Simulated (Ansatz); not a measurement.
**Co (simple cubic): energy against volume**

Theory: Ansatz, DFT, revPBE, plane waves (420 eV) with PAW, scalar-relativistic. The PAW files were generated under PBE, with cores re-solved for the functional.

The cell is scaled uniformly from the relaxed one, with fractional coordinates and shape fixed. Energies are extrapolated to zero smearing, pressures are those at the given smearing. Magnetic state: spin not included. Spin polarisation is off; a magnetic state may lie lower.

A Birch-Murnaghan fit gives V₀ = 12.11 Å³/atom, B₀ = 173 GPa, B₀′ = 4.7.

What are the energy above the minimum and the pressure at 11.678 Å³/atom?

8.8 meV/atom and 7.69 GPa as computed.

What are the energy above the minimum and the pressure at 12.652 Å³/atom?

12.1 meV/atom and -6.00 GPa as computed.

What are the energy above the minimum and the pressure at 13.625 Å³/atom?

81.9 meV/atom and -14.62 GPa as computed.
